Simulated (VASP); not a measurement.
SiGe: band structure with PBEsol

The system is SiGe.

```
CELL_PARAMETERS angstrom
3.90445 0.00000 0.00000
-1.95223 3.38135 0.00000
0.00000 0.00000 6.45078
ATOMIC_POSITIONS crystal
Ge 0.33333 0.66667 0.00039
Ge 0.66667 0.33333 0.50039
Si 0.33333 0.66667 0.37461
Si 0.66667 0.33333 0.87461
```

The cell comes from a database or a generator and needn't be the stable form of this composition.

```json
{
  "Program": "VASP 6.6.1",
  "Task": "band structure",
  "Functional": "PBEsol",
  "Potentials or basis": "VASP PAW PBE potentials, release 64 (Ge_d, Si)",
  "Cutoff": "520 eV",
  "k mesh": "8 × 8 × 4",
  "Occupations": "gaussian, width 0.02 eV",
  "Spin": "no spin polarisation",
  "Ladder": "gaps",
  "Further INCAR settings": "ALGO = Normal; EDIFF = 1e-06"
}
```

| Quantity | Value |
| --- | --- |
| Pressure | -0.3 GPa |
| Largest force | 0.009 eV/Å |
| Band gap on the k mesh | 0.35 eV, indirect (least direct gap 0.40 eV) |
| Band gap along the path | 0.35 eV, indirect (least direct gap 0.40 eV) |

Forces on the atoms (eV/Å):
```
Ge   0.000  0.000  0.009
Ge   0.000  0.000  0.009
Si   0.000  0.000 -0.009
Si   0.000  0.000 -0.009
```

Stress tensor (GPa, compression positive):
```
-0.22  0.00  0.00
 0.00 -0.22  0.00
 0.00  0.00 -0.39
```

Levels at the corners of the path, in eV from the valence-band top:
| point | band 16 | band 17 | band 18 | band 19 | band 20 | band 21 |
| --- | --- | --- | --- | --- | --- | --- |
| Γ | -0.31 | 0.00 | 0.00 | 0.40 | 1.46 | 2.04 |
| M | -3.17 | -3.02 | -1.53 | 0.35 | 1.96 | 3.20 |
| M | -3.17 | -3.02 | -1.53 | 0.35 | 1.96 | 3.20 |
| K | -3.65 | -3.65 | -3.39 | 0.98 | 4.77 | 4.77 |
| K | -3.65 | -3.65 | -3.39 | 0.98 | 4.77 | 4.77 |
| Γ | -0.31 | 0.00 | 0.00 | 0.40 | 1.46 | 2.04 |
| Γ | -0.31 | 0.00 | 0.00 | 0.40 | 1.46 | 2.04 |
| A | -0.96 | -0.96 | -0.96 | 1.20 | 1.20 | 3.08 |
| A | -0.96 | -0.96 | -0.96 | 1.20 | 1.20 | 3.08 |
| L | -2.60 | -2.52 | -2.52 | 0.62 | 0.62 | 1.78 |
| L | -2.60 | -2.52 | -2.52 | 0.62 | 0.62 | 1.78 |
| H | -4.53 | -2.10 | -2.10 | 1.33 | 1.33 | 3.71 |
| H | -4.53 | -2.10 | -2.10 | 1.33 | 1.33 | 3.71 |
| A | -0.96 | -0.96 | -0.96 | 1.20 | 1.20 | 3.08 |
| L | -2.60 | -2.52 | -2.52 | 0.62 | 0.62 | 1.78 |
| M | -3.17 | -3.02 | -1.53 | 0.35 | 1.96 | 3.20 |
| K | -3.65 | -3.65 | -3.39 | 0.98 | 4.77 | 4.77 |
| H | -4.53 | -2.10 | -2.10 | 1.33 | 1.33 | 3.71 |

Wall time 82 s on 1 thread of AMD EPYC 9R45 96-Core Processor (Zen 5), on a shared host, peak memory 0.2 GiB.

Caveat: the PAW data sets were made with another functional, which shifts forces and pressure a little. As with any semilocal functional, this PBEsol gap is likely too small.
